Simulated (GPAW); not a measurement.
The system is SnO.

```xyz
4
Lattice="3.8137 0.0000 0.0000 0.0000 3.8137 0.0000 0.0000 0.0000 4.8869" Properties=species:S:1:pos:R:3 pbc="T T T"
Sn    1.9068    0.0000    3.7367
Sn    0.0000    1.9068    1.1503
O     0.0000    0.0000    0.0000
O     1.9068    1.9068    0.0000
```

The cell is a database's computed one.

Base run:

* Program: GPAW 26.7.0
* Functional: GLLB-SC
* Potentials or basis: the program's PAW data sets (release 1.2.1) made for this functional
* Cutoff: 550 eV
* Basis: pw
* k mesh: 6 × 6 × 5
* Occupations: fermi-dirac, width 0.001 eV
* Spin: no spin polarisation

Its results: band gap on the k mesh, kohn-sham part alone 0.37 eV, indirect (least direct gap 2.26 eV); electronic dielectric tensor (diagonal) 6.52, 6.52, 5.72.

Question: The run is repeated on the same cell with these changes: functional from GLLB-SC to LDA. What comes out?

Answer: Band gap on the k mesh 0.23 eV, indirect (least direct gap 2.01 eV); electronic dielectric tensor (diagonal) 7.63, 7.63, 6.88.

Caveats: the long-wavelength limit can be off by a per cent or two; the gap is small at this level, which inflates the dielectric constant; spin-orbit coupling is left out, which moves the levels of the heavy elements; an odd mesh through Γ misses points on the zone boundary, where band edges often lie; a model potential gives levels but no total energy (some runs); response on these states lacks terms of the Hamiltonian (some runs).

Not every run made on this cell is shown here.
